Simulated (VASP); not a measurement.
A run of VASP 6.6.1 is set up as follows.

The input POSCAR:

```
MgS
1.0
    4.0346224068      0.0000000000      0.0000000000
   -2.0173112034      3.4940854990      0.0000000000
    0.0000000000      0.0000000000      6.4322941800
S Mg
2 2
Direct
    0.6666666667      0.3333333333      0.8792441500
    0.3333333333      0.6666666667      0.3792441500
    0.3333333333      0.6666666667      0.9957548500
    0.6666666667      0.3333333333      0.4957548500
```

Contents of INCAR.step1:

```
SYSTEM = MgS
ALGO = Normal ; EDIFF = 1E-8
ENCUT = 450 ; GGA = PE
ISMEAR = 0 ; LASPH = .TRUE.
LCHARG = .FALSE. ; LREAL = .FALSE.
LWAVE = .TRUE. ; NELM = 100
PREC = Accurate ; SIGMA = 0.01
```

INCAR.step2

```
SYSTEM = MgS
ALGO = Exact ; EDIFF = 1E-8
ENCUT = 450 ; GGA = PE
ISMEAR = 0 ; ISTART = 1
LASPH = .TRUE. ; LCHARG = .FALSE.
LOPTICS = .TRUE. ; LREAL = .FALSE.
LWAVE = .TRUE. ; NBANDS = 128
NELM = 1 ; PREC = Accurate
SIGMA = 0.01
```

The input INCAR.step3:

```
SYSTEM = MgS
ALGO = EVGW0 ; EDIFF = 1E-8
ENCUT = 450 ; ENCUTGW = 100
GGA = PE ; ISMEAR = 0
ISTART = 1 ; LASPH = .TRUE.
LCHARG = .FALSE. ; LREAL = .FALSE.
LWAVE = .FALSE. ; NBANDS = 128
NBANDSGW = 16 ; NELMGW = 4
NOMEGA = 64 ; PREC = Accurate
PRECFOCK = Fast ; SIGMA = 0.01
```

File KPOINTS:

```
k-points
0
G
  4 4 2
  0 0 0
```

Potentials or basis: VASP PAW PBE potentials, release 64 (S_GW, Mg_GW).

Run with:

```console
$ cat potpaw_PBE.64/S_GW/POTCAR potpaw_PBE.64/Mg_GW/POTCAR > POTCAR
$ cp INCAR.step1 INCAR
$ mpirun -np 1 vasp_std > vasp.out
$ cp INCAR.step2 INCAR
$ mpirun -np 1 vasp_std > vasp.out
$ cp INCAR.step3 INCAR
$ mpirun -np 1 vasp_std > vasp.out
```

Q: Predict the quasiparticle gap.

A: 5.24 eV.

Q: What does it give for the least direct quasiparticle gap?

A: 5.24 eV.

Q: What does it give for the band gap on the k mesh, mean-field level?

A: 3.43 eV, direct.

Quasiparticle gap after each update of the energies (eV): 4.95, 5.20, 5.24, 5.24

Caveat: the k mesh is coarse (spacing up to 0.49 Å⁻¹), so the values aren't converged; bands, screening cutoff and mesh are small and nothing is extrapolated, so the quasiparticle values aren't converged.
